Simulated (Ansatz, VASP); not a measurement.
**ZnS: programs and potentials compared**

The starting cell:

```
Zn S
1.0
     0.00000    2.70200    2.70200
     2.70200    0.00000    2.70200
     2.70200    2.70200    0.00000
Zn S
1 1
Cartesian
  4.0530 4.0530 4.0530
  0.0000 0.0000 0.0000
```

Alike in all runs: task relaxation of cell and atoms; functional RPBE; k mesh 9 × 9 × 9; occupations fermi-dirac, width 0.05 eV; no spin polarisation; no spin-orbit coupling.

| program and potentials | plane-wave cutoff (eV) | notes | equilibrium volume (Å³/atom) |
| --- | --- | --- | --- |
| Ansatz, Ansatz PAW | 420 | potentials made for PBE, which Ansatz adapts in part | 20.93 |
| Ansatz, all-electron LAPW, scalar-relativistic | - | - | 20.93 |
| VASP, PBE PAW files S, Zn, 600 eV | 600 | potentials made for PBE | 20.96 |

The equilibrium volume spans 20.93 (Ansatz, Ansatz PAW) to 20.96 Å³/atom (VASP, PBE PAW files S, Zn, 600 eV), with all-electron results at 20.93. Some sets were made for another functional than the one run, which can shift their rows. Relaxations stop with a little pressure left, so the last digit of a volume isn't settled.

Differences between rows come from potentials, basis sets and numerical settings, since the functional is the same but for its coding. Runs on potential files found faulty are left out.

All three runs give practically the same volume for zincblende ZnS, and the gap between 20.93 and 20.96 Å³/atom is too small to rank the potentials. The match with the all-electron result suggests that the PAW description of the Zn and S cores, including any mismatch with the functional, matters little for this volume, though small errors may partly cancel.

The shared value is clearly larger than that of the starting cell and also exceeds the known experimental volume. The likely cause is RPBE itself: its exchange energy rewards strong density gradients more than PBE does, which favours separated atoms over the smoother density of the bonding region. This softens the polar-covalent Zn–S bonds, formed mainly from S 3p and Zn 4s and 4p states, and lengthens them at equilibrium. The agreement therefore supports the numerical reliability of the RPBE volume, not its accuracy for real ZnS, and it doesn't carry over to the bulk modulus or the band gap.
